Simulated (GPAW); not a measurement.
# CuO (P4_2/mmc) in GPAW: notebook, part 2 of 2

GPAW 26.7.0. The steps go on from the part before.

**4. Band structure, r2SCAN**

Input file run.py:

```python
from ase import Atoms
from ase.dft.bandgap import bandgap
from ase.io import write
from ase.units import GPa
from gpaw import GPAW, PW

atoms = Atoms(['Cu', 'Cu', 'O', 'O'],
              cell=[[3.42205097, 0.0, 0.0],
                    [0.0, 3.42205097, 0.0],
                    [0.0, 0.0, 4.26046148]],
              scaled_positions=[[0.0, 0.5, 0.0],
                                [0.5, 0.0, 0.5],
                                [0.0, 0.0, 0.25],
                                [0.0, 0.0, 0.75]],
              pbc=True)

calc = GPAW(mode=PW(800),
            xc='MGGA_X_R2SCAN+MGGA_C_R2SCAN',
            kpts={'size': (6, 6, 5), 'gamma': True},
            occupations={'name': 'fermi-dirac', 'width': 0.05},
            nbands=33,
            convergence={'density': 1e-05, 'energy': 1e-05},
            maxiter=150,
            txt='gpaw.txt')
atoms.calc = calc
energy = atoms.get_potential_energy()
forces = atoms.get_forces()
stress = atoms.get_stress()
calc.write('gs.gpw')
write('result.traj', atoms)
print(f'Energy: {energy:.6f} eV')
print('Forces (eV/A):')
print(forces.round(4))
print('Stress (GPa):', (stress / GPa).round(3))
print('Fermi level:', round(calc.get_fermi_level(), 4), 'eV')
print(f'Gap: {bandgap(calc)[0]:.4f} eV, direct: {bandgap(calc, direct=True)[0]:.4f} eV')

path = atoms.cell.bandpath('GXMGZRAZ,XR,MA', npoints=80, eps=1e-4)
bs_calc = calc.fixed_density(kpts=path, symmetry='off', nbands=47,
                             convergence={'bands': 'CBM+6.0', 'eigenstates': 1e-6}, txt='bands.txt')
bs = bs_calc.band_structure()
bs.write('bs.json')
print(f'Gap on the path: {bandgap(bs_calc)[0]:.4f} eV')
```

Potentials or basis: GPAW PAW data sets (gpaw-data 1.2.1), pw.

Run with:

```
$ OMP_NUM_THREADS=1 python run.py
```

gpaw.txt:

```text
__  _  _
 | _ |_)|_||  |
 |__||  | ||/\| - 26.7.0

Input parameters:
  mode=PW(ecut=800.0),
  convergence={'density': 1e-05, 'energy': 1e-05},
  kpts=MonkhorstPack(size=(6, 6, 5), gamma=True),
  maxiter=150,
  nbands=33,
  occupations=Occupations(name='fermi-dirac', width=0.05),
  xc=XC(name='MGGA_X_R2SCAN+MGGA_C_R2SCAN')

Diagonalizing LCAO Hamiltonian
Converting LCAO to pw mode
   .-------.
  /|       |
 * |       |
 O |       |
 | |       |
 | .-Cu----.
 OCu      /
 *-------*

Atoms  # Å, Bohr magnetons
|   | symbol |        x |        y |        z |    initial magnetic moments |
|---|--------|----------|----------|----------|-----------------------------|
| 0 |     Cu | 0.000000 | 1.711025 | 0.000000 | ( 0.0000,  0.0000,  0.0000) |
| 1 |     Cu | 1.711025 | 0.000000 | 2.130231 | ( 0.0000,  0.0000,  0.0000) |
| 2 |      O | 0.000000 | 0.000000 | 1.065115 | ( 0.0000,  0.0000,  0.0000) |
| 3 |      O | 0.000000 | 0.000000 | 3.195346 | ( 0.0000,  0.0000,  0.0000) |

Unit cell  # Å
| periodic |        x |        y |        z |  lengths |    angles |
|----------|----------|----------|----------|----------|-----------|
|      yes | 3.422051 | 0.000000 | 0.000000 | 3.422051 | 90.000000 |
|      yes | 0.000000 | 3.422051 | 0.000000 | 3.422051 | 90.000000 |
|      yes | 0.000000 | 0.000000 | 4.260461 | 4.260461 | 90.000000 |

Number of symmetries: 8
Symmetry operations  # r_c * U_cc + t_c -> r_c
|   | kind |            matrix            |
|---|------|------------------------------|
| 0 |  E   |  1, 0, 0,  0, 1, 0,  0, 0, 1 |
[... 138 lines left out ...]

SCF iterations
|iter     | |      energy | eigst |  dens |
|---------|-|-------------|-------|-------|
|iter:   1| |  -45.312301 | +0.14 |       |
|iter:   2| |  -35.547337 | -0.95 | -0.85 |
|iter:   3| |  -32.766779 | -1.35 | -0.96 |
|iter:   4| |  -32.914624 | -2.62 | -1.53 |
|iter:   5| |  -32.943615 | -2.81 | -1.60 |
|iter:   6| |  -32.948423 | -3.04 | -1.94 |
|iter:   7| |  -32.948556 | -4.39 | -2.48 |
|iter:   8| |  -32.947936 | -4.91 | -2.59 |
|iter:   9| |  -32.947648 | -4.82 | -2.76 |
|iter:  10| |  -32.947653c| -6.47 | -3.71 |
|iter:  11| |  -32.947656c| -7.07 | -3.92 |
|iter:  12| |  -32.947655c| -8.07c| -4.42 |
|iter:  13| |  -32.947655c| -8.33c| -5.30c|

Converged in 13 steps
Energy contributions relative to reference atoms: (reference = -94124.608285)

Energy contributions:
  Kinetic:          11.656786
  Coulomb:         -16.092949
  Zero:              0.459590
  External:          0.000000
  Xc:              -28.962562
  Entropy:          -0.017039
  Spinorbit:         0.000000
  ----------------------------
  Free energy:     -32.956174
  Extrapolated:    -32.947655

dipole moment: (-26.622257, -26.622256, -9.118421)  # |e|*Ang

Fermi level: 4.464
Eigenvalues  # (at kpt = [0.000, 0.000, 0.000])
| band index |      eig [eV] | occ [0-2] |
|------------|---------------|-----------|
|          0 |       -16.718 |     2.000 |
|        ... |               |           |
|          7 |         0.785 |     2.000 |
|          8 |         1.580 |     2.000 |
|          9 |         1.820 |     2.000 |
|         10 |         1.971 |     2.000 |
|         11 |         2.107 |     2.000 |
|         12 |         2.107 |     2.000 |
[... 8 lines left out ...]
|         21 |        14.381 |     0.000 |
|         22 |        16.239 |     0.000 |
|        ... |               |           |
|         32 |        28.998 |     0.000 |

No gap
No difference between direct/indirect transitions

Forces  # eV/Ang
|        x |       y |        z |
|----------|---------|----------|
| -0.00000 | 0.00000 |  0.00000 |  # Cu   0
| -0.00000 | 0.00000 |  0.00000 |  # Cu   1
|  0.00000 | 0.00000 |  0.00001 |  # O    2
|  0.00000 | 0.00000 | -0.00001 |  # O    3

Stress tensor  # eV/Ang^3
|        x |        y |         z |
|----------|----------|-----------|
| 0.120262 | 0.000000 |  0.000000 |
| 0.000000 | 0.120261 |  0.000000 |
| 0.000000 | 0.000000 | -0.119366 |

# Writing to gs.gpw (mode='')
```

stdout:

```text
Energy: -32.947655 eV
Forces (eV/A):
[[-0.  0.  0.]
 [-0.  0.  0.]
 [ 0.  0.  0.]
 [ 0.  0. -0.]]
Stress (GPa): [ 19.268  19.268 -19.124   0.      0.      0.   ]
Fermi level: 4.4641 eV
Gap: 0.0000 eV, direct: 0.0000 eV
Gap on the path: 0.0000 eV
```

Run time: 9.4 min. Hardware: 1 thread of Intel Xeon Platinum 8259CL at 2.50GHz (Skylake/Cascade Lake), shared host; peak memory 0.58 GiB.

What came out:

```
Free energy             : -32.9562 eV
Pressure                : -6.5 GPa
Band gap along the path : none (metal or under the smearing width)
```

Levels at the corners of the path, in eV from the Fermi level:
| point | band 14 | band 15 | band 16 | band 17 | band 18 | band 19 | band 20 | band 21 |
| --- | --- | --- | --- | --- | --- | --- | --- | --- |
| Γ | -2.33 | -1.35 | 0.45 | 0.70 | 0.72 | 0.72 | 6.53 | 7.72 |
| X | -1.91 | -1.83 | -1.80 | 0.62 | 1.00 | 4.06 | 4.47 | 6.89 |
| M | -2.20 | -1.74 | -1.56 | -1.56 | 1.04 | 1.39 | 8.46 | 8.46 |
| Γ | -2.33 | -1.35 | 0.45 | 0.70 | 0.72 | 0.72 | 6.53 | 7.72 |
| Z | -2.01 | -1.72 | -1.72 | 0.03 | 0.03 | 2.50 | 2.50 | 10.28 |
| R | -2.26 | -1.87 | -1.87 | -0.73 | 0.47 | 4.18 | 5.51 | 6.40 |
| A | -1.84 | -1.69 | -1.69 | -1.11 | -1.11 | 3.80 | 3.80 | 8.94 |
| Z | -2.01 | -1.72 | -1.72 | 0.03 | 0.03 | 2.50 | 2.50 | 10.28 |
| X | -1.91 | -1.83 | -1.80 | 0.62 | 1.00 | 4.06 | 4.47 | 6.89 |
| R | -2.26 | -1.87 | -1.87 | -0.73 | 0.47 | 4.18 | 5.51 | 6.40 |
| M | -2.20 | -1.74 | -1.56 | -1.56 | 1.04 | 1.39 | 8.46 | 8.46 |
| A | -1.84 | -1.69 | -1.69 | -1.11 | -1.11 | 3.80 | 3.80 | 8.94 |

Caveat: with this Cu data set, volumes or pressures lay over 1.5 % or 2 GPa off other programs in two to four cells of ten; the PAW data sets were made with another functional, which shifts forces and pressure a little; the run has no spin polarisation, though such a crystal can be magnetic; semilocal functionals often make such compounds metallic where correlation or magnetic order opens a gap, which also shifts bond lengths.

**5. Band structure, AM05**

run.py: that of step 4 with these lines changed.

```diff
@@ -4,3 +4,5 @@
 from ase.units import GPa
-from gpaw import GPAW, PW
+from gpaw import GPAW, PW, setup_paths
+
+setup_paths.insert(0, '.')
 
@@ -17,3 +19,3 @@
 calc = GPAW(mode=PW(800),
-            xc='MGGA_X_R2SCAN+MGGA_C_R2SCAN',
+            xc='AM05',
             kpts={'size': (6, 6, 5), 'gamma': True},
```

Potentials or basis: PAW data sets generated in the run's folder for this functional, pw.

Run with:

```
$ gpaw-setup -f AM05 Cu O
$ OMP_NUM_THREADS=1 python run.py
```

Wall time 3.7 min (1 thread of Intel Xeon Platinum 8259CL at 2.50GHz (Skylake/Cascade Lake), shared host); peak memory 0.49 GiB.

The run converged. Its results:

```yaml
Free_energy: -19.2020 eV
Pressure: -6.9 GPa
Band_gap_along_the_path: none (metal or under the smearing width)
```

Stress tensor (GPa, compression positive):
```
-18.28   0.00   0.00
  0.00 -18.28   0.00
  0.00   0.00  16.00
```

Levels at the corners of the path, in eV from the Fermi level:
```csv
point,band 15,band 16,band 17,band 18,band 19,band 20
Γ,-1.18,0.46,0.56,0.71,0.71,6.17
X,-1.67,-1.66,0.60,0.98,3.86,4.15
M,-1.76,-1.42,-1.42,0.86,1.34,7.93
Γ,-1.18,0.46,0.56,0.71,0.71,6.17
Z,-1.58,-1.58,0.00,0.00,2.29,2.29
R,-1.81,-1.71,-0.68,0.48,3.96,5.20
A,-1.52,-1.52,-1.12,-1.12,3.60,3.60
Z,-1.58,-1.58,0.00,0.00,2.29,2.29
X,-1.67,-1.66,0.60,0.98,3.86,4.15
R,-1.81,-1.71,-0.68,0.48,3.96,5.20
M,-1.76,-1.42,-1.42,0.86,1.34,7.93
A,-1.52,-1.52,-1.12,-1.12,3.60,3.60
```

Caveat: with this Cu data set, volumes or pressures lay over 1.5 % or 2 GPa off other programs in two to four cells of ten; the run has no spin polarisation, though such a crystal can be magnetic; semilocal functionals often make such compounds metallic where correlation or magnetic order opens a gap, which also shifts bond lengths.

**6. Overview**

| level | potentials or basis | pressure (GPa) |
| --- | --- | --- |
| LDA | the program's PAW data sets (release 1.2.1) made for this functional, pw | -13.2 |
| PBE | GPAW PAW data sets (gpaw-data 1.2.1), pw | -1.7 |
| r2SCAN | GPAW PAW data sets (gpaw-data 1.2.1), pw | -6.5 |
| AM05 | PAW data sets generated in the run's folder for this functional, pw | -6.9 |

Alike in all rows: task band structure; no spin polarisation; cell as given; k mesh 6 × 6 × 5; cutoff (eV) 800; smearing fermi-dirac 0.05 eV.

Caveats: with this Cu data set, volumes or pressures lay over 1.5 % or 2 GPa off other programs in two to four cells of ten; the run has no spin polarisation, though such a crystal can be magnetic; semilocal functionals often make such compounds metallic where correlation or magnetic order opens a gap, which also shifts bond lengths; the PAW data sets were made with another functional, which shifts forces and pressure a little (some runs).

Total energies depend on the potentials used, so only differences within one code and one set of settings carry meaning.
